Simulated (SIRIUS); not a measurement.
# PbO2 (Fm-3m) in SIRIUS: reference runs

Reference runs on PbO2: the cell as given.

Everything below comes from runs of SIRIUS 7.10.0. Logs are shortened: lines on timing, memory, paths and dates and some standing lists are left out, and cuts for length are marked. The log counts tension as positive stress, the text compression.

## Step 1: The crystal as given

It takes space group Fm-3m (No. 225, cubic). Conventional cell: a = 5.404 Å, b = 5.404 Å, c = 5.404 Å, α = 90.00°, β = 90.00°, γ = 90.00°. Pb (site symmetry m-3m) has 8 O at 2.34 Å as nearest neighbours. Around O (site symmetry -43m) lie 4 Pb at 2.34 Å.

The cell comes from a database or a generator and needn't be the stable form of this composition.

## Step 2: Single point, PBE

Contents of sirius.json:

```json
{
  "control": {
    "processing_unit": "cpu",
    "verbosity": 2,
    "num_bands_to_print": 21,
    "print_forces": true,
    "print_stress": true
  },
  "parameters": {
    "electronic_structure_method": "pseudopotential",
    "xc_functionals": ["XC_GGA_X_PBE", "XC_GGA_C_PBE"],
    "gk_cutoff": 9.2,
    "pw_cutoff": 18.4,
    "ngridk": [9, 9, 9],
    "shiftk": [0, 0, 0],
    "smearing": "fermi_dirac",
    "smearing_width": 0.0018374661,
    "num_bands": 21,
    "num_mag_dims": 0,
    "num_dft_iter": 100,
    "energy_tol": 1e-08,
    "density_tol": 1e-06
  },
  "iterative_solver": {
    "type": "davidson",
    "min_tolerance": 1e-10
  },
  "mixer": {
    "type": "anderson",
    "beta": 0.7,
    "max_history": 8
  },
  "settings": {
    "tol_ne": 1e-10
  },
  "unit_cell": {
    "lattice_vectors": [
      [0.0, 0.707106781187, 0.707106781187],
      [0.707106781187, 0.0, 0.707106781187],
      [0.707106781187, 0.707106781187, 0.0]
    ],
    "lattice_vectors_scale": 7.2210096223,
    "atom_coordinate_units": "lattice",
    "atom_types": ["Pb", "O"],
    "atom_files": {
      "Pb": "Pb.json",
      "O": "O.json"
    },
    "atoms": {
      "Pb": [
        [0.0, 0.0, 0.0]
      ],
      "O": [
        [0.75, 0.75, 0.75],
        [0.25, 0.25, 0.25]
      ]
    }
  }
}
```

Potentials or basis: PseudoDojo 0.4.1 PBE standard (scalar relativistic).

Command:

```sh
upf_to_json Pb.upf
upf_to_json O.upf
OMP_NUM_THREADS=1 sirius.scf --input=sirius.json --output=out.json --task=0
```

What it wrote:

```text
[info] SIRIUS version : 7.10.0
[info] number of MPI ranks           : 1
[info] MPI grid                      : 1 1
[info] maximum number of OMP threads : 1
[fft] FFT context for density and potential
[fft] =====================================
[fft]   comm size                             : 1
[fft]   plane wave cutoff                     : 18.4
[fft]   grid size                             : 45 45 45   total : 91125
[fft]   grid limits                           : -22 22   -22 22   -22 22
[fft]   number of G-vectors within the cutoff : 13971
[fft]   local number of G-vectors             : 13971
[fft]   number of G-shells                    : 765
[fft] FFT context for coarse grid
[fft] =====================================
[fft]   comm size                             : 1
[fft]   plane wave cutoff                     : 18.4
[fft]   grid size                             : 45 45 45   total : 91125
[fft]   grid limits                           : -22 22   -22 22   -22 22
[fft]   number of G-vectors within the cutoff : 13971
[fft]   local number of G-vectors             : 13971
[fft]   number of G-shells                    : 765
[unit cell] lattice vectors
[unit cell]   a1 :       0.0000000000      5.1060248709      5.1060248709
[unit cell]   a2 :       5.1060248709      0.0000000000      5.1060248709
[unit cell]   a3 :       5.1060248709      5.1060248709      0.0000000000
[unit cell] reciprocal lattice vectors
[unit cell]   b1 :      -0.6152717100      0.6152717100      0.6152717100
[unit cell]   b2 :       0.6152717100     -0.6152717100      0.6152717100
[unit cell]   b3 :       0.6152717100      0.6152717100     -0.6152717100
[unit cell] unit cell volume :       266.24335255 [a.u.^3]
[unit cell] 1/sqrt(omega)    :         0.06128591
[unit cell] MT volume        :         0.00000000 ( 0.00%)
[unit cell] IT volume        :       266.24335255 (100.00%)
[unit cell] number of atom types : 2
[unit cell] type id : 0 symbol : Pb mt_radius :  16.770000 num_atoms : 1
[unit cell] type id : 1 symbol :  O mt_radius :   9.350000 num_atoms : 2
[unit cell] total number of atoms : 3
[unit cell] number of symmetry classes : 2
[unit cell] number of PAW atoms : 0
[unit cell] atom id  type id  class id             position                      vector_field
[unit cell] ------------------------------------------------------------------------------------------
[unit cell]      0        0        0      0.00000   0.00000   0.00000      0.00000   0.00000   0.00000
[unit cell]      1        1        1      0.75000   0.75000   0.75000      0.00000   0.00000   0.00000
[unit cell]      2        1        1      0.25000   0.25000   0.25000      0.00000   0.00000   0.00000
[unit cell] atom id         position (Cartesian, a.u.)
[unit cell] ---------------------------------------------
[unit cell]      0       0.000000    0.000000    0.000000
[unit cell]      1       7.659037    7.659037    7.659037
[unit cell]      2       2.553012    2.553012    2.553012
[unit cell] class id : 0 atom id : 0
[unit cell] class id : 1 atom id : 1 2
[unit cell] minimum bond length:     4.421947
[unit cell] total number of pseudo wave-functions: 17
[sym] space group number   : 225
[sym] international symbol : Fm-3m
[... 351 lines left out ...]
[diagonalize] Lowest band energies
[diagonalize] ik:    0   -0.310828   -0.208699   -0.208699   -0.208699   -0.207040   -0.200361   -0.200361    0.266968    0.295417    0.295417    0.295417    0.323955    0.323955    0.323955    0.625259    0.625259    0.625259    0.800963    0.941509    0.941509    1.116794
[diagonalize] ik:    1   -0.307199   -0.229802   -0.208165   -0.208165   -0.200394   -0.200394   -0.185532    0.232973    0.287472    0.291645    0.291645    0.323163    0.323163    0.360000    0.616064    0.634506    0.634506    0.835001    0.937845    0.937845    1.092868
[diagonalize] ik:    2   -0.298041   -0.246828   -0.207039   -0.207039   -0.200225   -0.200225   -0.167666    0.185324    0.274003    0.282732    0.282732    0.320879    0.320879    0.405973    0.609589    0.659078    0.659078    0.898487    0.931061    0.931061    1.047596
[diagonalize] ik:    3   -0.289806   -0.253633   -0.206307   -0.206307   -0.199442   -0.199442   -0.158428    0.148918    0.259067    0.273364    0.273364    0.318053    0.318053    0.440446    0.617919    0.690030    0.690030    0.918493    0.925817    0.925817    1.024388
[diagonalize] ik:    4   -0.288299   -0.250256   -0.206157   -0.206157   -0.198579   -0.198579   -0.157041    0.130155    0.249364    0.267560    0.267560    0.316160    0.316160    0.458837    0.629319    0.713013    0.713013    0.902862    0.922765    0.922765    1.014746
[diagonalize] ...
[diagonalize] ik:   30   -0.277602   -0.269119   -0.202644   -0.201587   -0.199412   -0.173334   -0.163576    0.083492    0.207948    0.256026    0.285451    0.346748    0.357118    0.451379    0.661567    0.686082    0.737781    0.766430    0.946728    1.031979    1.035542
[diagonalize] ik:   31   -0.276700   -0.270585   -0.202398   -0.202220   -0.200199   -0.182213   -0.158985    0.096266    0.217449    0.266332    0.275216    0.337444    0.356785    0.448042    0.639805    0.699425    0.728175    0.784735    0.935619    1.037265    1.052447
[diagonalize] ik:   32   -0.279437   -0.265168   -0.204101   -0.199804   -0.198646   -0.191653   -0.142218    0.074530    0.201688    0.221597    0.336533    0.354859    0.363804    0.436779    0.613087    0.721502    0.740027    0.764660    0.984796    1.007746    1.013007
[diagonalize] ik:   33   -0.278200   -0.267840   -0.203471   -0.199893   -0.199190   -0.180591   -0.152090    0.072729    0.199229    0.236555    0.312839    0.353944    0.364225    0.445300    0.645109    0.701941    0.728511    0.767185    0.973621    1.008464    1.019068
[diagonalize] ik:   34   -0.274755   -0.272305   -0.203005   -0.199855   -0.199616   -0.172955   -0.160323    0.074769    0.196130    0.261790    0.285403    0.352913    0.365480    0.448840    0.660610    0.694892    0.717844    0.769663    0.960308    1.019596    1.023554
[find] Charges and magnetic moments
[find] --------------------------------------------------------------------------------
[find] total charge          : 26.000000
[find] Energy
[find] --------------------------------------------------------------------------------
[find] valence_eval_sum               :       0.15320166
[find] <rho|V^{XC}>                   :     -20.70132203
[find] <rho|E^{XC}>                   :     -28.35685546
[find] <mag|B^{XC}>                   :       0.00000000
[find] <rho|V^{H}>                    :      37.34568309
[find] one-electron contribution      :     -16.49115940 (Ha),     -32.98231880 (Ry)
[find] hartree contribution           :      18.67284155
[find] xc contribution                :     -28.35685546
[find] ewald contribution             :     -77.19577995
[find] PAW contribution               :       0.00000000
[find] smearing (-TS)                 :      -0.00022083
[find] SCF correction                 :       0.00000011
[find] Total energy                   :    -103.37095315 (Ha),    -206.74190631 (Ry)
[find] Free energy (E-TS)             :    -103.37117399 (Ha),    -206.74234797 (Ry)
[find] band gap (eV)                  :       0.00000000
[find] Efermi                         :       0.36735072
[find] iteration : 17, RMS : 1.322713249864e-09, energy difference : 2.629008122312e-12
[find] Hartree energy of density residual : 2.422491103269e-17
[find] bands are converged : true
[find] iterative solver converged : true
[find] converged after 18 SCF iterations!
[find] Charges and magnetic moments
[find] --------------------------------------------------------------------------------
[find] total charge          : 26.000000
[find] Energy
[find] --------------------------------------------------------------------------------
[find] valence_eval_sum               :       0.15320166
[find] <rho|V^{XC}>                   :     -20.70132203
[find] <rho|E^{XC}>                   :     -28.35685546
[find] <mag|B^{XC}>                   :       0.00000000
[find] <rho|V^{H}>                    :      37.34568309
[find] one-electron contribution      :     -16.49115940 (Ha),     -32.98231880 (Ry)
[find] hartree contribution           :      18.67284155
[find] xc contribution                :     -28.35685546
[find] ewald contribution             :     -77.19577995
[find] PAW contribution               :       0.00000000
[find] smearing (-TS)                 :      -0.00022083
[find] SCF correction                 :       0.00000011
[find] Total energy                   :    -103.37095315 (Ha),    -206.74190631 (Ry)
[find] Free energy (E-TS)             :    -103.37117399 (Ha),    -206.74234797 (Ry)
[find] band gap (eV)                  :       0.00000000
[find] Efermi                         :       0.36735072
[ground_state] === stress tensor components [kbar] ===
[ground_state] === stress_kin ===
[ground_state] -42035.430770    0.000000    0.000000
[ground_state]     0.000000-42035.430770   -0.000000
[ground_state]     0.000000   -0.000000-42035.430770
[ground_state] === stress_har ===
[ground_state] -6878.092142    0.000000    0.000000
[ground_state]     0.000000-6878.092142   -0.000000
[ground_state]     0.000000   -0.000000-6878.092142
[ground_state] === stress_ewald ===
[ground_state] 28434.862804   -0.000000   -0.000000
[ground_state]    -0.00000028434.862804    0.000000
[ground_state]    -0.000000    0.00000028434.862804
[ground_state] === stress_vloc ===
[ground_state] -4491.992079    0.000000    0.000000
[ground_state]     0.000000-4491.992079   -0.000000
[ground_state]     0.000000   -0.000000-4491.992079
[ground_state] === stress_xc ===
[ground_state] -8099.744249    0.000000   -0.000000
[ground_state]     0.000000-8099.744249   -0.000000
[ground_state]    -0.000000   -0.000000-8099.744249
[ground_state] === stress_core ===
[ground_state] 15245.078132   -0.000000    0.000000
[ground_state]    -0.00000015245.078132    0.000000
[ground_state]     0.000000    0.00000015245.078132
[ground_state] === stress_nonloc ===
[ground_state] 17813.894556   -0.000000    0.000000
[ground_state]    -0.00000017813.894556    0.000000
[ground_state]     0.000000    0.00000017813.894556
[ground_state] === stress_us_nl ===
[ground_state] 17813.894556   -0.000000    0.000000
[ground_state]    -0.00000017813.894556    0.000000
[ground_state]     0.000000    0.00000017813.894556
[ground_state] === stress_total ===
[ground_state]   -11.423748   -0.000000    0.000000
[ground_state]    -0.000000  -11.423748    0.000000
[ground_state]     0.000000    0.000000  -11.423748
[ground_state] ==== total Forces in Ha/bohr =====
[ground_state] atom:    0, force:       0.0000000      0.0000000      0.0000000
[ground_state] atom:    1, force:       0.0000000      0.0000000      0.0000000
[ground_state] atom:    2, force:      -0.0000000      0.0000000     -0.0000000
[ground_state] ==== ultrasoft contribution from Qij =====
[ground_state] atom:    0, force:       0.0000000      0.0000000      0.0000000
[ground_state] atom:    1, force:       0.0000000      0.0000000      0.0000000
[ground_state] atom:    2, force:       0.0000000      0.0000000      0.0000000
[ground_state] ==== non-local contribution from Beta-projector =====
[ground_state] atom:    0, force:       0.0000000      0.0000000      0.0000000
[ground_state] atom:    1, force:       0.0000000      0.0000000      0.0000000
[ground_state] atom:    2, force:      -0.0000000      0.0000000     -0.0000000
[ground_state] ==== contribution from local potential =====
[ground_state] atom:    0, force:       0.0000000      0.0000000      0.0000000
[ground_state] atom:    1, force:       0.0000000      0.0000000      0.0000000
[ground_state] atom:    2, force:      -0.0000000     -0.0000000     -0.0000000
[ground_state] ==== contribution from core density =====
[ground_state] atom:    0, force:       0.0000000      0.0000000      0.0000000
[ground_state] atom:    1, force:       0.0000000      0.0000000      0.0000000
[ground_state] atom:    2, force:       0.0000000      0.0000000      0.0000000
[ground_state] ==== Ewald forces from ions =====
[ground_state] atom:    0, force:       0.0000000      0.0000000      0.0000000
[ground_state] atom:    1, force:      -0.0000000     -0.0000000      0.0000000
[ground_state] atom:    2, force:      -0.0000000     -0.0000000      0.0000000
[~DFT_ground_state] local op. applied: 26966
[~DFT_ground_state] evp. work count: 4829.47
[~DFT_ground_state] number of iterative solver steps: 1843
```

Run time: 73 s. Hardware: 1 thread of Arm Neoverse V2, shared host; peak memory 0.43 GiB.

What came out:

| Quantity | Value |
| --- | --- |
| Free energy | -2812.8729 eV |
| Pressure | 1.1 GPa |
| Band gap on the k mesh | none (metal or under the smearing width) |
